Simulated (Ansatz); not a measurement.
# TiB2: relaxation of cell and atoms with PBEsol+D4

The system is TiB2.

```
CELL_PARAMETERS angstrom
3.02920 0.00000 0.00000
-1.51460 2.62336 0.00000
0.00000 0.00000 3.22840
ATOMIC_POSITIONS crystal
Ti 0.00000 0.00000 0.00000
B 0.66667 0.33333 0.50000
B 0.33333 0.66667 0.50000
```

```yaml
Program: Ansatz 0.2.0
Task: relaxation of cell and atoms
Functional: PBEsol
Dispersion: D4
Potentials_or_basis: Ansatz PAW
Cutoff: "420 eV (not typed: the program's choice for these potentials)"
k_mesh: 10 × 10 × 8
Occupations: fermi-dirac, width 0.05 eV
Spin: no spin polarisation
```

```
Relaxed volume                         : 8.23 Å³/atom
Relaxed cell                           : a = 3.004 Å, b = 3.004 Å, c = 3.160 Å, α = 90.00°, β = 90.00°, γ = 120.00°
Space group after relaxing (to 0.05 Å) : P6/mmm (No. 191)
Energy gained by relaxing              : 10.3 meV/atom
Ionic steps                            : 7
Pressure after relaxing                : 0.0 GPa
```

Step by step:
```
step  energy change (eV)  largest force (eV/Å)  volume (Å³)
   1              0.0000                0.0000        25.66
   2             -0.0303                0.0000        24.87
   3             -0.0320                0.0000        24.67
   4             -0.0321                0.0000        24.70
   5             -0.0310                0.0000        24.70
   6             -0.0310                0.0000        24.70
   7             -0.0310                0.0000        24.70
```

Final structure:
```
Ti B
1.0
     3.00390    0.00000    0.00000
    -1.50195    2.60145    0.00000
     0.00000    0.00000    3.16035
Ti B
1 2
Direct
  0.00000 0.00000 0.00000
  0.66667 0.33333 0.50000
  0.33333 0.66667 0.50000
```

Wall time 4.2 s on 2 threads of Intel(R) Xeon(R) 6975P-C (Granite Rapids) (shared host), peak memory 0.36 GiB.

Caveat: the plane-wave basis is chosen anew once the cell has moved, so the energies of steps on either side of that aren't comparable; the PAW data sets come from PBE, with cores solved anew for the run's functional, which leaves a small shift of forces and pressure.
